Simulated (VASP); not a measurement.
Wanted: the native input for a VASP 6.6.1 run.

- Task: relaxation of cell and atoms
- Functional: r2SCAN
- Potentials or basis: VASP PAW PBE potentials, release 64 (Hf_pv)
- Cutoff: 520 eV
- k mesh: 16 × 16 × 16
- Occupations: gaussian, width 0.1 eV
- Spin: no spin polarisation
- Target pressure: 50 GPa
- Further INCAR settings: ALGO = Normal; EDIFF = 1e-07; IBRION = 2; EDIFFG = -0.002; NSW = 80; ISIF = 3
- Target pressure: 50 GPa

The structure of Hf lies in POSCAR:

```
Hf
1.0
   -1.8050000000      1.8050000000      1.8050000000
    1.8050000000     -1.8050000000      1.8050000000
    1.8050000000      1.8050000000     -1.8050000000
Hf
1
Direct
    0.0000000000      0.0000000000      0.0000000000
```

This isn't the form of Hf at room conditions, which is hcp.

The input as run:

INCAR

```
PREC     = Accurate       # precision mode
ENCUT    = 520            # plane-wave cutoff, eV
EDIFF    = 1E-7           # SCF threshold, eV
ISMEAR   = 0              # smearing method
SIGMA    = 0.1            # smearing width, eV
LREAL    = False          # projectors in reciprocal space
LASPH    = True           # aspherical terms in the spheres
NELM     = 60             # most SCF steps
ALGO     = Normal         # electronic algorithm
ISIF     = 3              # what is computed and relaxed
LWAVE    = False          # write WAVECAR
LCHARG   = False          # write CHGCAR
METAGGA  = R2SCAN         # meta-GGA
LMIXTAU  = True         
IBRION   = 2              # ionic algorithm
NSW      = 80             # ionic steps
EDIFFG   = -0.002         # ionic threshold
PSTRESS  = 500.0
```

KPOINTS

```
Automatic mesh
0
Gamma
  16 16 16
```

Potentials or basis: VASP PAW PBE potentials, release 64 (Hf_pv).

Run with:

```sh
$ cat potpaw_PBE.64/Hf_pv/POTCAR > POTCAR
$ mpirun -np 1 vasp_std > vasp.out
```

Results of the run:

| Quantity | Value |
| --- | --- |
| Relaxed volume | 16.29 Å³/atom |
| Relaxed cell | a = 2.766 Å, b = 2.766 Å, c = 2.766 Å, α = 109.47°, β = 109.47°, γ = 109.47° |
| Space group after relaxing (to 0.05 Å) | Im-3m (No. 229) |
| Energy change on relaxing (the enthalpy is what falls) | +707.2 meV/atom |
| Ionic steps | 22 |
| Pressure after relaxing | 50.0 GPa |
| Band gap on the k mesh | none (metal or under the smearing width) |

Caveat: the cell is relaxed towards a set pressure, so the enthalpy falls and the energy may rise; the volume moved by over 15 % at a fixed basis, so the end points are rough; the PAW data sets were made with another functional, which shifts forces and pressure a little.

Wall time 8.3 min on 1 thread of Intel(R) Xeon(R) Platinum 8488C (Sapphire Rapids) (shared host), peak memory 0.2 GiB.
